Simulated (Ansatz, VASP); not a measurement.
Ba in VASP and in Ansatz

INCAR

```
SYSTEM = Ba
PREC = Accurate ; ENCUT = 520
EDIFF = 1E-6 ; ISMEAR = 0
SIGMA = 0.15 ; LREAL = .FALSE.
LASPH = .TRUE. ; NELM = 80
ALGO = Fast ; ISIF = 2
LWAVE = .FALSE. ; LCHARG = .FALSE.
NBANDS = 11
```

KPOINTS

```
Automatic mesh
0
G
  14 14 14
  0 0 0
```

POSCAR

```
Ba
1.0
   -2.7000000000      2.7000000000      2.3000000000
    2.7000000000     -2.7000000000      2.3000000000
    2.7000000000      2.7000000000     -2.3000000000
Ba
1
Direct
    0.0000000000      0.0000000000      0.0000000000
```

Input for Ansatz:

```yaml
crystal:
  lattice:
    - [-2.7, 2.7, 2.3]
    - [2.7, -2.7, 2.3]
    - [2.7, 2.7, -2.3]
  atoms:
    - { symbol: Ba, position: [0.0, 0.0, 0.0] }
basis:
  ecutwfc: 420
kpoints:
  mp_grid: { grid: [14, 14, 14] }
hamiltonian:
  xc: lda
scf:
  occupations: { method: gaussian, width: 0.15 }
output:
  forces: true
  stress: true
  eigenvalues: true
```

Change from the starting cell: strain +0.080 along x and y, -0.080 along z, atoms carried along.

Alike in both runs: task single point; functional LDA; k mesh 14 × 14 × 14; occupations gaussian, width 0.15 eV; no spin polarisation.

|  | VASP | Ansatz |
| --- | --- | --- |
| version | VASP 6.6.1 | Ansatz 0.2.0 |
| potentials or method | VASP PAW LDA potentials, release 64 (Ba_sv) | scalar-relativistic, plane waves, PAW |
| plane-wave cutoff (eV) | 520 | 420 |
| valence electrons in the cell | 10 | 10 |

VASP gave:

```
gap on the k mesh at the Fermi level (eV)       : none
pressure (GPa)                                  : -1.6
largest component of the traceless stress (GPa) : 0.60
```

**Question.** Which values does Ansatz return?

**Answer.** gap on the k mesh at the Fermi level (eV): none; pressure (GPa): -1.6; largest component of the traceless stress (GPa): 0.59.

A gap of «none» marks a metal or a gap that the smearing closes.

Spin-orbit coupling is left out, which matters for the levels of Ba.
